Ansatz 0.2.0, PBE+D3(BJ) with plane waves and PAW (cutoff 420 eV, 24 × 24 × 1 k mesh, Gaussian smearing 0.05 eV, no spin polarization): Tersoff–Hamann STM of a clean two-layer PtS₂ slab. Sample bias is counted from mid-gap. Density and contrast refer to a plane 3 Å above the topmost nucleus; corrugation is taken at that plane's mean density.

| bias (V) | log10 mean density (log10 of e/angstrom^3) | bright over dark | corrugation (Å) | brightest over | apparent barrier at 4 angstrom (eV) |
| --- | --- | --- | --- | --- | --- |
| -2.450 | -3.777 | 2.986 | 0.418 | S | 7.241 |
| -1.650 | -3.995 | 2.308 | 0.325 | S | 6.834 |
| -1.050 | -4.850 | 1.949 | 0.272 | S | 6.329 |
| -0.700 | -5.433 | 1.416 | 0.150 | S | 5.508 |
| 0.700 | -4.339 | 1.332 | 0.129 | S | 5.649 |
| 1.050 | -3.970 | 1.459 | 0.165 | S | 5.524 |
| 1.650 | -3.687 | 1.512 | 0.180 | S | 5.412 |
| 2.250 | -3.631 | 1.653 | 0.215 | S | 5.490 |

The table describes simulated scanning tunnelling images of a two-layer slab of PtS₂. Negative bias images filled states and positive bias images empty ones. "Bright over dark", called $R$ here, compares the highest with the lowest electron density in a plane 3 Å above the top atoms. "Corrugation" is the height difference that the tip covers when it follows a surface of constant density instead. The first is a contrast at fixed height and the second a relief at fixed current, and a short rule turns one into the other.

**From −2.45 to −1.05 V: strong contrast, steep decay**

Outside the surface the electron density dies away roughly exponentially. Above a bright spot there is more of it, so a given density is reached farther out than above a dark spot. How much farther depends on how steeply the density falls. With a steep fall, a short step outwards makes up for a large contrast; with a gentle fall, the tip has to move more.

The steepness follows from the barrier $\phi$, the energy that an electron lacks for escape into the vacuum. In the simplest picture the density varies with height $z$ as $e^{-2\kappa z}$, where $2\kappa = 2\sqrt{2m\phi}/\hbar$ and $m$ is the electron mass. Equal density above the bright and the dark spot then requires a height difference

$$\Delta z = \frac{\ln R}{2\kappa} \approx 2.25\ \text{Å}\;\frac{\log_{10}R}{\sqrt{\phi/\text{eV}}}.$$

The prefactor 2.25 contains only constants of nature. For $\phi$ one inserts the "apparent barrier at 4 angstrom", which expresses the decay of the mean density at that height as an energy.

This bare formula comes out low in every row, by 3 to 9% of the tabulated corrugation. A least-squares fit of the prefactor to all eight rows raises it to 2.35 and leaves the form of the rule unchanged. The output printed below the text lists the estimates row by row.

The row at −2.45 V has the strongest contrast and serves as the first worked case. The logarithm of 2.986 is 0.475, and the square root of 7.241 is 2.69. The estimate is therefore

$$\Delta z \approx 2.35 \times 0.475 / 2.69 \approx 0.415\ \text{Å},$$

against 0.418 Å in the table. This row belonged to the fit, so the agreement shows how well one prefactor describes the series and is no forecast of an unseen value.

From here to −1.05 V the contrast weakens and the corrugation shrinks with it. The barrier falls too. Part of the reason is that the deepest filled states, which have the most energy to make up before they reach the vacuum, drop out of the imaged window. Depth is not all of it: at −1.05 V even the deepest imaged state lacks only $5.12 + 1.05 = 6.17$ eV, yet the barrier in the table is 6.33 eV. This points to momentum along the surface, which is discussed below for the empty states. A lower barrier by itself would make the relief larger. It loses to the contrast because it changes far less and enters only through a square root: between −2.45 and −0.70 V, $\log_{10}R$ shrinks by a factor of about three, while $\sqrt{\phi}$ falls by only about 13%.

**At −0.70 V: a simpler rule takes over**

Near the band gap the barrier has come down to about 5.5 eV, and the arithmetic can be shortened further. If the work function of the slab, 5.1 eV, is put into the bare formula, a factor of ten in contrast corresponds to 0.99 Å. This gives a rule for mental use: one ångström of corrugation per decade of contrast. At −0.70 V it yields 0.151 Å, within 1% of the tabulated value.

The short rule has a clear boundary in this table. In the five rows with a barrier below 6 eV it stays within 4% of the calculated corrugation. In the three rows above that limit it is too high, by 7% at −1.05 V and by 14% at −2.45 V. The cause is the steeper decay of the density in these rows, which the short rule ignores and the rule with the square root takes into account.

The row at −0.70 V deserves some caution for another reason. Its window reaches only about 0.3 eV into the filled bands and contains few of the calculated levels, so its image depends more on the mesh of electron momenta than the others do. Its contrast could shift on a finer mesh. The conversion from contrast to height would be affected much less, since both describe the same density.

**Across the gap to +0.70 V: more density, similar relief**

The step from −0.70 to +0.70 V makes the mean density about twelve times larger, yet the corrugation changes only from 0.150 to 0.129 Å. The rule explains why the two need not go together. A factor that multiplies the density above bright and dark spots alike cancels in $R$, and the constant-density surface is drawn at the new mean. A larger density is therefore no sign of a rougher image. The comparison holds because every row has its own set point, the mean density of its 3 Å plane. At the set point of the −0.70 V row the tip at +0.70 V would stand near 4 Å, where the corrugation is only about 0.059 Å.

This row also gives the rule its largest miss, about 5% too low even with the fitted prefactor. Its bright spot is a different one, although the column "brightest over" reads S throughout. At +0.70 V the maximum lies over the lower sulfur atoms of the top layer, about 2.5 Å below the outermost ones; in the other rows it lies over the outermost sulfur. The estimate gives the height of the relief and leaves open which atom makes the bump.

**From +1.05 to +2.25 V: weak contrast, nearly constant decay**

On the empty side the barriers stay close together, between 5.4 and 5.7 eV, so the contrast alone almost fixes the corrugation. The row at +1.65 V is the second worked case. The logarithm of 1.512 is 0.180, and the short rule gives 0.18 Å at once. The longer one gives $2.35 \times 0.180/2.33 \approx 0.18$ Å as well, and the table has 0.180 Å. This row, too, was part of the fit.

It would be a mistake to estimate these barriers by subtracting the bias from the work function. The lowest empty level lies 0.40 eV above the zero of bias, so an electron with no sideways motion should meet a barrier of at most $5.12 - 0.40 = 4.72$ eV. The table has clearly more. The likely reason is that the imaged states carry momentum along the surface: the energy in that motion does not help the electron outwards, and its density falls off faster. A barrier taken from the measured fall of the current with height is thus a better input than one derived from the bias.

**The same rows one ångström farther out**

The success of the short rule depends on the tip height. At 3 Å two errors oppose each other: the work function is lower than the barriers in the table, which raises the estimate, while the bare formula lies somewhat low. At 4 Å the same calculation gives a bare formula that is accurate to about 1% in every row. The cancellation has then gone, and one ångström per decade overshoots by 4 to 20%. The fitted 2.35 likewise belongs to 3 Å, and at 4 Å the original 2.25 is the better choice.

Part of the shortfall at 3 Å comes from using a barrier taken at 4 Å, since the mean density falls slightly more slowly closer to the surface. Averaged over the step from 3 to 4 Å the difference is below 2%, and even twice that would leave a shortfall in most rows. The rest probably comes from the pattern itself. Contrast fades with height, which means that the density above a dark spot falls more slowly than the average, and the tip must sink farther there to find the density it is set to. Above a bright spot the density falls faster and the tip rises less, so this explanation requires the effect of the dark spots to be the larger one. The row at +0.70 V, with the largest shortfall, fits this: its dark spot over platinum lies 0.087 Å below the mean height, while its brightest spot rises only 0.041 Å above it. Four rows fit less well: at −2.45, −1.65, −0.70 and +2.25 V the bright spot rises farther than the dark one sinks, yet the bare formula is low there too. The pattern is therefore not established as the cause across the series.

The fading also dictates how the contrast has to be measured. Fine lateral patterns die out faster than the mean density, and from 3 to 4 Å the corrugation drops by a factor of 2.0 to 2.7, depending on the row. A contrast read at one height must not be combined with a relief recorded at another.

All of this tests a shortcut within one calculated density, where a single decay stands in for the whole surface. A real tip adds its own shape and electric field. The density functional used here also tends to make gaps too small, so a bias in the table should not be matched directly to a bias on an instrument.

For an estimate by hand at about 3 Å above this surface, take the decimal logarithm of the bright-to-dark ratio at that height and read it as ångströms. If the barrier exceeds 6 eV, multiply the logarithm by 2.35 and divide by the square root of the barrier in electronvolts.

The analysis program printed:

```
prefactor from theory, angstrom times root eV per decade: 2.247
height per decade of contrast if the barrier is the work function, angstrom: 0.9936
Two rules without a fit, at 3 angstrom:
    row  log10 contrast  root of barrier  1 A per decade  its miss in %  bare barrier rule  its miss in %
  -2.45          0.4751            2.691          0.4751          13.66             0.3968         -5.082
  -1.65          0.3632            2.614          0.3632          11.76             0.3122         -3.924
  -1.05          0.2898            2.516          0.2898          6.548             0.2589         -4.824
   -0.7          0.1511            2.347          0.1511         0.7088             0.1446         -3.569
    0.7          0.1245            2.377          0.1245         -3.485             0.1177         -8.745
   1.05          0.1641             2.35          0.1641        -0.5726             0.1569         -4.934
   1.65          0.1796            2.326          0.1796         -0.249             0.1734         -3.643
   2.25          0.2183            2.343          0.2183          1.522             0.2093         -2.631
fit of image_corrugation on 8 rows: coefficient of x 2.353 +/- 0.01; rms 0.0029, worst 0.7 -0.00572, leave-one-out rms 0.00326
Barrier rule with prefactor 2.35, at 3 angstrom:
    row  estimate in A  miss in %
  -2.45         0.4149    -0.7414
  -1.65         0.3265     0.4698
  -1.05         0.2707    -0.4715
   -0.7         0.1513     0.8413
    0.7         0.1231     -4.572
   1.05          0.164    -0.5861
   1.65         0.1814     0.7642
   2.25         0.2189      1.822
bare barrier rule at 4 angstrom, lowest miss in %: -1.162
bare barrier rule at 4 angstrom, highest miss in %: 1.391
1 A per decade at 4 angstrom, lowest miss in %: 3.784
1 A per decade at 4 angstrom, highest miss in %: 20.32
mean decay from 3 to 4 A against that at 4 A, lowest change in %: -1.643
mean decay from 3 to 4 A against that at 4 A, highest change in %: -0.3867
corrugation at 3 A over that at 4 A, smallest ratio: 1.967
corrugation at 3 A over that at 4 A, largest ratio: 2.695
mean density at +0.7 V over that at -0.7 V: 12.42
```
